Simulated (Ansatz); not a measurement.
This geometry of a periodic cell of 19 atoms, Si$_{6}$O$_{13}$ (host SiO2, host structure C2/c, interstitial O) is a first-order saddle point.

These are results of DFT PBE, scalar-relativistic, plane waves, PAW (Ansatz), not measurements. Settings: PAW set soft_1, cutoff 420 eV, k mesh 2x2x2, gaussian smearing 0.02 eV, spin collinear.

```xyz
19
Lattice="6.8930 -2.4212 0.0000 6.8930 2.4212 0.0000 -5.5007 0.0000 6.7967" Properties=species:S:1:pos:R:3
Si 5.547 1.149 4.447
Si -0.062 1.118 5.687
Si 2.721 -1.155 2.342
Si 8.341 -1.141 1.084
Si 5.501 -2.436 1.660
Si 2.780 2.434 5.120
O 4.288 -1.448 2.078
O 6.761 -1.498 1.230
O 3.975 1.433 4.698
O 1.527 1.502 5.601
O 5.911 1.438 2.898
O 5.042 1.461 0.434
O 2.450 0.422 2.050
O 8.646 0.436 1.327
O 5.791 -0.434 4.755
O -0.398 -0.463 5.498
O 3.251 -1.464 6.344
O 2.366 -1.432 3.897
O 0.659 1.186 3.527
```

Problem. Which two structures does it join? (They come from a converged band through this point; their orientation in space is the band's.)

Solution. Contacts lost: Si2–O19. Contacts made: Si4–O19. The atom that moves furthest is O19, by 0.98 Å; four of its nearest neighbours are Si2 1.89, O10 2.14, O15 2.18, O16 2.57 Å at the first end and Si4 1.89, O8 2.14, O13 2.18, O14 2.56 Å at the last.

Initial state:

```xyz
19
Lattice="6.8930 -2.4212 0.0000 6.8930 2.4212 0.0000 -5.5007 0.0000 6.7967" Properties=species:S:1:pos:R:3
Si 5.509 1.132 4.454
Si -0.061 1.063 5.629
Si 2.703 -1.175 2.334
Si 8.330 -1.171 1.072
Si 5.498 -2.464 1.633
Si 2.776 2.444 5.119
O 4.264 -1.499 2.066
O 6.756 -1.512 1.240
O 3.934 1.422 4.658
O 1.544 1.531 5.699
O 5.926 1.453 2.920
O 5.056 1.428 0.405
O 2.427 0.397 2.046
O 8.605 0.404 1.354
O 5.698 -0.461 4.779
O -0.474 -0.526 5.568
O 3.269 -1.453 6.329
O 2.320 -1.452 3.890
O 0.565 1.070 3.849
```

Final state:

```xyz
19
Lattice="6.8930 -2.4212 0.0000 6.8930 2.4212 0.0000 -5.5007 0.0000 6.7967" Properties=species:S:1:pos:R:3
Si 5.581 1.181 4.461
Si -0.046 1.176 5.723
Si 2.775 -1.127 2.341
Si 8.344 -1.057 1.166
Si 5.509 -2.439 1.676
Si 2.786 2.470 5.162
O 4.350 -1.417 2.137
O 6.739 -1.524 1.098
O 4.020 1.506 4.729
O 1.527 1.518 5.555
O 5.964 1.457 2.905
O 5.016 1.457 0.466
O 2.586 0.466 2.014
O 8.757 0.532 1.227
O 5.856 -0.391 4.751
O -0.320 -0.398 5.441
O 3.227 -1.422 6.390
O 2.358 -1.448 3.875
O 0.828 1.357 2.946
```

Problem. How far does it lie above each of them?

Solution. 0.046 eV above the first and 0.046 eV above the second. This is the barrier of this one path; another mechanism may lie lower. Limits of this set-up: coarse k mesh, a small cell, in which the defect meets its images.

Time of the run: 16 min on 2 threads of Arm Neoverse V1, with other jobs on the host, peak memory 1.7 GiB.
